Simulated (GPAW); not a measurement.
Consider ZnS (zinc-blende (ZnS)1-x(CdS)x, x = 0, F-43m).

```cif
data_structure
_symmetry_space_group_name_H-M 'P 1'
_symmetry_Int_Tables_number 1
_cell_length_a 7.6509
_cell_length_b 7.6509
_cell_length_c 7.6509
_cell_angle_alpha 60.000
_cell_angle_beta 60.000
_cell_angle_gamma 60.000
_cell_volume 316.68
loop_
_atom_site_label
_atom_site_type_symbol
_atom_site_fract_x
_atom_site_fract_y
_atom_site_fract_z
_atom_site_occupancy
Zn1 Zn 0.00000 0.00000 0.00000 1
S2 S 0.12500 0.12500 0.12500 1
Zn3 Zn 0.00000 0.00000 0.50000 1
S4 S 0.12500 0.12500 0.62500 1
Zn5 Zn 0.00000 0.50000 0.00000 1
S6 S 0.12500 0.62500 0.12500 1
Zn7 Zn 0.00000 0.50000 0.50000 1
S8 S 0.12500 0.62500 0.62500 1
Zn9 Zn 0.50000 0.00000 0.00000 1
S10 S 0.62500 0.12500 0.12500 1
Zn11 Zn 0.50000 0.00000 0.50000 1
S12 S 0.62500 0.12500 0.62500 1
Zn13 Zn 0.50000 0.50000 0.00000 1
S14 S 0.62500 0.62500 0.12500 1
Zn15 Zn 0.50000 0.50000 0.50000 1
S16 S 0.62500 0.62500 0.62500 1
```

Absorber: atom 2, with 4 Zn at 2.34 Å (tetrahedral). Method: GPAW, PBE, excited-electron core hole (neutral cell), 16-atom cell with 7.7 Å between holes, 4×4×4 k points, dipole transitions, Gaussian full width 0.9 eV up to 4 eV, rising linearly to 3.5 eV at 25 eV.

Q: Predict the near-edge structure at the S K edge.

Main maxima up to 24 eV above the zero (height): 2.7 eV (1.96), 3.9 eV (1.84), 6.3 eV (1.75) and 14.8 eV (1.16). A K edge sees empty p states on the absorber. The total-energy difference is 2484.60 eV. One term is added: -16.94 eV, since the hole is spin-paired here and a spin-polarised one costs that much less in the free atom (computed apart). The photon energy is then 2467.66 eV. The functional leaves an error of a few eV in such absolute values.

The S K spectrum (energy from the bottom of the conduction band, which holds the excited electron; intensity scaled to a mean of 1 over the first 20 eV):

```
E (eV)  intensity
  -2.0       0.00
  -1.0       0.00
   0.0       0.01
   1.0       0.38
   2.0       1.58
   3.0       1.83
   4.0       1.83
   5.0       1.03
   6.0       1.65
   7.0       1.39
   8.0       0.92
   9.0       0.92
  10.0       0.58
  11.0       0.48
  12.0       0.64
  13.0       0.88
  14.0       1.12
  15.0       1.16
  16.0       1.06
  17.0       0.89
  18.0       0.75
  19.0       0.66
  20.0       0.64
  21.0       0.66
  22.0       0.71
  23.0       0.73
  24.0       0.72
  25.0       0.78
  26.0       0.94
  27.0       1.13
```

The mesh is coarse (0.25 Å⁻¹ between points), so small maxima may be mesh ripples.

[Banner, clock and machine lines of the logs are left out without a mark of their own.]

[Logs are printed without paths, hosts, clocks, repeated set-up lines and the standing remarks that a program may print on its own settings, such as how far it seeks lower states.]

[Hosts, paths, dates, database ids (printed as entryN), source tags and the programs' standing remarks are cut or masked in the printed files.]

[Lists of maxima count a maximum above −3 eV only where it reaches 4 % of the highest in the window and stands out from its surroundings by 2 % of it (1.5 % where it reaches 55 %); shoulders and weaker maxima are passed over, and of the rest the first, up to two pre-edge ones and the few strongest are named.]
